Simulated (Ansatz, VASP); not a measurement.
# One calculation of Sb, two programs

INCAR

```
PREC     = Accurate       # precision mode
ENCUT    = 520            # plane-wave cutoff, eV
EDIFF    = 1E-6           # SCF threshold, eV
ISMEAR   = -1             # smearing method
SIGMA    = 0.1            # smearing width, eV
LREAL    = False          # projectors in reciprocal space
LASPH    = True           # aspherical terms in the spheres
NELM     = 100            # most SCF steps
ALGO     = Normal         # electronic algorithm
ISIF     = 2              # what is computed and relaxed
LWAVE    = False          # write WAVECAR
LCHARG   = True           # write CHGCAR
GGA      = PE             # functional
LELF     = True           # ELF
LVHAR    = True         
NBANDS   = 8              # bands
```

The input KPOINTS:

```
regular mesh
0
Gamma
  13 13 13
```

POSCAR

```
Sb
1.0
   -1.9692678539      1.9692678539      1.9692678539
    1.9692678539     -1.9692678539      1.9692678539
    1.9692678539      1.9692678539     -1.9692678539
Sb
1
Direct
    0.0000000000      0.0000000000      0.0000000000
```

Input for Ansatz:

```yaml
crystal:
  lattice:
    - [-1.9692678539, 1.9692678539, 1.9692678539]
    - [1.9692678539, -1.9692678539, 1.9692678539]
    - [1.9692678539, 1.9692678539, -1.9692678539]
  atoms:
    - { symbol: Sb, position: [0.0, 0.0, 0.0] }
hamiltonian:
  xc: pbe
  pseudopotentials:
    kind: paw
    azcp:
      Sb: "pseudopotentials/Sb.paw.azcp"
basis:
  ecutwfc: 420
  fft_grid_basis: typed
kpoints:
  mp_grid: { grid: [13, 13, 13], shift: [0, 0, 0] }
magnetization:
  spin_polarized: false
scf:
  occupations: { method: fermi_dirac, width: 0.1 }
  lower_state_search: "off"
output:
  stress: true
```

Alike in both runs: task single point; functional PBE; k mesh 13 × 13 × 13; occupations fermi-dirac, width 0.1 eV; no spin polarisation.

|  | VASP | Ansatz |
| --- | --- | --- |
| version | VASP 6.6.1 | Ansatz 0.2.0 |
| potentials or method | VASP PAW PBE potentials, release 64 (Sb) | plane waves (420 eV) with PAW, scalar-relativistic |
| plane-wave cutoff (eV) | 520 | 420 |
| valence electrons in the cell | 5 | 15 |

Ansatz gave:

* pressure (GPa): -5.2

Problem. Which values does VASP return?

Solution. Pressure (GPa): -5.3.

The two sets of potentials don't hold the same shells in valence.

Spin-orbit coupling is left out, which matters for the levels of Sb.
